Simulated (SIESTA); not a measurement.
The system is TiSi.

```
Ti Si
1.0
     1.81618   -2.11762    0.00000
     1.81618    2.11762    0.00000
     0.00000    0.00000    3.80393
Ti Si
1 1
Direct
  0.50000 0.50000 0.00000
  0.00000 0.00000 0.50000
```

The cell comes from a database or a generator and needn't be the stable form of this composition.

Base run:

| Item | Value |
| --- | --- |
| Program | SIESTA 5.4.2 |
| Functional | PBEsol |
| Potentials or basis | PseudoDojo 0.4 standard (PBEsol files) |
| Basis | DZP (energy shift 0.003 Ry; two zetas on semicore shells) |
| Grid cutoff | 800 Ry |
| Energy shift | 0.003 Ry |
| k mesh | 10 × 10 × 7 |
| Occupations | fermi-dirac, width 0.05 eV |
| Spin | no spin polarisation |

Its results: band gap on the k mesh none (metal or under the smearing width); pressure -3.8 GPa.

Problem. The run is repeated on the same cell with these changes: functional from PBEsol to LDA; potentials or basis from PseudoDojo 0.4 standard (PBEsol files) to PseudoDojo 0.4 standard (LDA files). What comes out?

Solution. Band gap on the k mesh none (metal or under the smearing width); pressure -7.4 GPa.

Caveats: the basis of atomic orbitals isn't converged, which shifts pressures, moduli and gaps; the basis holds too few empty states to meet the f-sum rule, so the spectrum is short of weight at high energy (some runs).
